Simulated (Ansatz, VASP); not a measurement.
# Nb, level by level in two programs

```
Nb
1.0
    -1.67497    1.67497    1.67497
     1.67497   -1.67497    1.67497
     1.67497    1.67497   -1.67497
Nb
1
Direct
  0.00000 0.00000 0.00000
```

Change from the starting cell: volume scaled by 1.02.

Single points on this cell with VASP 6.6.1 and Ansatz 0.2.0. Each row is one pair of runs. Alike in all rows: spin: off; k mesh: 11 × 11 × 11; smearing: fermi-dirac, width 0.05 eV; VASP's potentials, cutoff: VASP PAW PBE potentials, release 64 (Nb_sv), 520 eV.

| level | Ansatz's potentials, cutoff | gap on the k mesh at the Fermi level (eV), VASP | gap on the k mesh at the Fermi level (eV), Ansatz | pressure (GPa), VASP | pressure (GPa), Ansatz |
| --- | --- | --- | --- | --- | --- |
| PBE | Ansatz PAW earlier set, 708 eV | none | none | -5.5 | -5.2 |
| PBE | Ansatz PAW, 420 eV | none | none | -5.5 | -5.2 |
| PBEsol | Ansatz PAW, 420 eV | none | none | -11.0 | -10.8 |

Pressure (GPa): the two programs differ by at most 0.31.

A gap of «none» marks a metal or a gap that the smearing closes.

Caveats: the PAW data sets were made with another functional, which shifts forces and pressure a little (VASP); the PAW data sets come from PBE, with cores solved anew for the run's functional, which leaves a small shift of forces and pressure (Ansatz).
